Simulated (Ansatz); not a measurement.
## Energy ranking of MoSe structures

Computed with Ansatz 0.2.0, DFT PBE, scalar-relativistic, plane waves, PAW. Settings: cutoff 420 eV, Γ-centred meshes spaced at most about 0.3 Å⁻¹, and about 0.25 Å⁻¹ or finer for metals (2π included), Gaussian smearing. Spin is collinear in cells that carry moments; the others ran without spin or lost their moments.

Formation energies are uncorrected and refer to the elements' standard structures at the same level.

These are static total energies at zero pressure. The comparison covers the computed candidates alone. The reference form of Se is held partly by dispersion forces, which this level lacks. The magnetic state reached may not be the lowest.

Invented guesses were relaxed alike, and ends that match in structure, energy and magnetic state were merged. ΔE counts from the first row. Coordination counts Se atoms around Mo (those within 1.25 times the shortest such distance or 1.15 times the sum of covalent radii, 1.27 where that leaves under three). The ends were matched against large subsets of the Crystallography Open Database and the Materials Project, so a missing match doesn't prove that a structure is unreported.

```
#                     reached from                 type and space group  atoms  Å³/atom  coordination  ΔE (meV/atom)  gap on mesh (eV)           moments  in databases
1           a known structure type                   P6_3/mmc (No. 194)      4     16.7          Mo 6              0              0.00              none             -
2  nickel arsenide type (P6_3/mmc)  nickel arsenide, P6_3/mmc (No. 194)      4     18.3          Mo 6             19              0.00              none      no match
3           a known structure type    caesium chloride, Pm-3m (No. 221)      2     15.6          Mo 8             39              0.00              none             -
4          CuPt (L1_1) type (R-3m)                       R-3m (No. 166)      2     16.3          Mo 6             84              0.00              none      no match
5           a known structure type         zinc blende, F-43m (No. 216)      2     22.9          Mo 4            407              0.00  parallel, 0.8 μB             -
6           a known structure type           rock salt, Fm-3m (No. 225)      2     17.8          Mo 6            508              0.00              none             -
7                      random cell                     P6/mmm (No. 191)      2     19.2          Mo 2            625              0.00              none      no match
```

The lowest: Space group P6_3/mmc (No. 194), hexagonal, a = 3.284 Å, c = 7.151 Å. Mo is surrounded by 6 Se at 2.61 Å; Se is surrounded by 6 Mo at 2.61 Å. Its energy over the elements is +0.07 eV/atom. The separate elements lie lower, so it is unstable against them. An observed structure of this formula, if there is one, may be missing.

```
Mo Se
1.0
     3.28439    0.00000    0.00000
    -1.64219    2.84436    0.00000
     0.00000    0.00000    7.15097
Mo Se
2 2
Direct
  0.00000 0.00000 0.00000
  0.00000 0.00000 0.50000
  0.33333 0.66667 0.25000
  0.66667 0.33333 0.75000
```

The second: Space group P6_3/mmc (No. 194), hexagonal, a = 4.058 Å, c = 5.126 Å. Around Mo lie 2 Mo at 2.56 Å and 6 Se at 2.67 Å; around Se lie 6 Mo at 2.67 Å. Counting Se atoms around Mo, the first and the second both have Mo 6. Cells relaxed within their symmetry can be saddle points.

Space group P6_3/mmc (No. 194). a = 4.058 Å, b = 4.058 Å, c = 5.126 Å, α = 90.00°, β = 90.00°, γ = 120.00°
| atom | site | symmetry | x | y | z |
| --- | --- | --- | --- | --- | --- |
| Mo | 2a | -3m. | 0.0000 | 0.0000 | 0.0000 |
| Se | 2c | -6m2 | 0.3333 | 0.6667 | 0.2500 |

Some types were kept out of the candidates beforehand, so the set may lack a known form.
